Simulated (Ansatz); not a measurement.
KI: ab initio molecular dynamics

These are results of DFT PBE, scalar-relativistic, plane waves, PAW in Ansatz 0.2.0, not measurements. Settings: plane waves to 420 eV, k-mesh 1×1×1 (Γ-centred), Fermi–Dirac smearing 0.02 eV. The mesh is coarse. No spin polarisation.

16 atoms, starting at 1.00 times the perfect crystal's volume (space group Pnma, not the usual structure, the cell as given, not relaxed at this level); Langevin thermostat at 200 K (friction 0.005 fs⁻¹), fixed cell; 54 steps of 6 fs. The run is short and not equilibrated. The time step is on the long side.

First frame:

```yaml
crystal:
  lattice:
    - [6.42000, -5.29000, 0.00000]
    - [-6.42000, -5.29000, 0.00000]
    - [0.00000, 0.00000, -9.30000]
  atoms:
    - { symbol: K, position: [0.39250, 0.35750, 0.80300] }
    - { symbol: K, position: [0.89250, 0.85750, 0.80300] }
    - { symbol: K, position: [0.64250, 0.10750, 0.69700] }
    - { symbol: K, position: [0.14250, 0.60750, 0.69700] }
    - { symbol: K, position: [0.35750, 0.89250, 0.30300] }
    - { symbol: K, position: [0.85750, 0.39250, 0.30300] }
    - { symbol: K, position: [0.60750, 0.64250, 0.19700] }
    - { symbol: K, position: [0.10750, 0.14250, 0.19700] }
    - { symbol: I, position: [0.50000, 0.25000, 0.08300] }
    - { symbol: I, position: [0.00000, 0.75000, 0.08300] }
    - { symbol: I, position: [0.75000, 0.00000, 0.41700] }
    - { symbol: I, position: [0.25000, 0.50000, 0.41700] }
    - { symbol: I, position: [0.25000, 0.00000, 0.58300] }
    - { symbol: I, position: [0.75000, 0.50000, 0.58300] }
    - { symbol: I, position: [0.50000, 0.75000, 0.91700] }
    - { symbol: I, position: [0.00000, 0.25000, 0.91700] }
```

```yaml
Mean_temperature_over_the_second_half: 228 K
Mean_pressure_over_the_second_half_kinetic_part_included: 3.3 GPa
Mean_potential_energy_above_the_perfect_crystal_as_given_at_volume_ratio_1;_besides_heat_the_difference_comes_from_the_crystal's_own_forces_of_up_to_1.38_eV/Å_and_pressure_of_4.2_GPa;_its_own_run_had_another_smearing_without_effect_beside_its_gap: -55 meV/atom
Mean-square_drift_of_I_from_first_to_last_step_mean_shift_of_all_atoms_removed: 0.09 Å²
Mean-square_drift_of_K_from_first_to_last_step_mean_shift_of_all_atoms_removed: 0.71 Å²
```

Pair distribution functions g(r), second half of the run, up to half the cell's height:

| r (Å) | I-I | I-K | K-K |
| --- | --- | --- | --- |
| 2.85 | 0.0 | 0.0 | 0.0 |
| 2.95 | 0.0 | 0.0 | 0.2 |
| 3.05 | 0.0 | 0.0 | 0.8 |
| 3.15 | 0.0 | 1.9 | 3.7 |
| 3.25 | 0.0 | 6.0 | 4.1 |
| 3.35 | 0.0 | 9.1 | 2.7 |
| 3.45 | 0.0 | 6.2 | 0.5 |
| 3.55 | 0.0 | 3.0 | 0.0 |
| 3.65 | 0.0 | 0.9 | 0.0 |
| 3.75 | 0.3 | 0.7 | 0.0 |
| 3.85 | 0.8 | 0.8 | 0.0 |
| 3.95 | 1.0 | 0.4 | 0.0 |

Along the run (potential energy from its first value; pressure with the kinetic part):

| t (fs) | T (K) | ΔE_pot (meV/atom) | P (GPa) |
| --- | --- | --- | --- |
| 0.0 | 188 | 0.0 | 4.3 |
| 12.0 | 280 | -12.9 | 4.2 |
| 24.0 | 508 | -43.1 | 3.8 |
| 36.0 | 739 | -72.5 | 3.4 |
| 48.0 | 831 | -89.7 | 3.1 |
| 60.0 | 790 | -94.9 | 3.0 |
| 72.0 | 700 | -92.4 | 2.9 |
| 84.0 | 615 | -85.6 | 3.0 |
| 96.0 | 578 | -78.2 | 3.1 |
| 108.0 | 496 | -70.7 | 3.2 |
| 120.0 | 389 | -63.0 | 3.3 |
| 132.0 | 354 | -55.5 | 3.4 |
| 144.0 | 254 | -50.1 | 3.5 |
| 156.0 | 221 | -48.4 | 3.5 |
| 168.0 | 228 | -49.1 | 3.5 |
| 180.0 | 231 | -50.6 | 3.5 |
| 192.0 | 220 | -50.6 | 3.5 |
| 204.0 | 186 | -49.0 | 3.4 |
| 216.0 | 183 | -47.2 | 3.4 |
| 228.0 | 176 | -46.8 | 3.4 |
| 240.0 | 202 | -49.3 | 3.4 |
| 252.0 | 243 | -54.2 | 3.3 |
| 264.0 | 268 | -59.9 | 3.3 |
| 276.0 | 307 | -63.5 | 3.2 |
| 288.0 | 264 | -64.0 | 3.2 |
| 300.0 | 222 | -62.2 | 3.2 |
| 312.0 | 215 | -60.3 | 3.2 |
| 324.0 | 224 | -60.3 | 3.2 |